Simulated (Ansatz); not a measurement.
The cell was built from the rocksalt type and relaxed in the same program, and has space group Fm-3m; it needn't be a known or the stable phase.

A run on CdTe: DFT, PBE, all-electron LAPW, scalar-relativistic (Ansatz 0.2.0). The input:

```yaml
crystal:
  lattice:
    - [0.0, 3.0619746477, 3.0619746477]
    - [3.0619746477, 0.0, 3.0619746477]
    - [3.0619746477, 3.0619746477, 0.0]
  atoms:
    - { symbol: Cd, position: [0.0, 0.0, 0.0] }
    - { symbol: Te, position: [0.5, 0.5, 0.5] }
kpoints:
  mp_grid: { grid: [12, 12, 12] }
scf:
  occupations: { method: fermi_dirac, width: 0.05 }
hamiltonian:
  xc: pbe
  pseudopotentials:
    kind: all_electron
    lapw: { basis_error: 0.0005, muffin_tin_radii: { Cd: 1.623, Te: 1.623 } }
output:
  forces: true
  stress: true
  eigenvalues: true
```

Question: Is the run sound, and if not, why?

Answer: No. The input was rejected before any iteration. The typed spheres overlap: twice 1.623 Å exceeds the shortest distance, 3.062 Å; smaller radii, or none typed, cure it. It says:
```
Error: `kind: all_electron` solves this crystal on LAPW (the input types lapw, or this build lists no dataset of some species for it), and no LAPW basis is found for it: the given muffin-tin radii of Cd and Te, or the smallest supported ones, add up to 3.246 Å, and 3.062 Å are free between these atoms; give smaller radii, or leave one out; where each species has a listed dataset, leave lapw and dirac_shells out and run without spin–orbit coupling, or set another kind (and leave the keys of all_electron out)
```
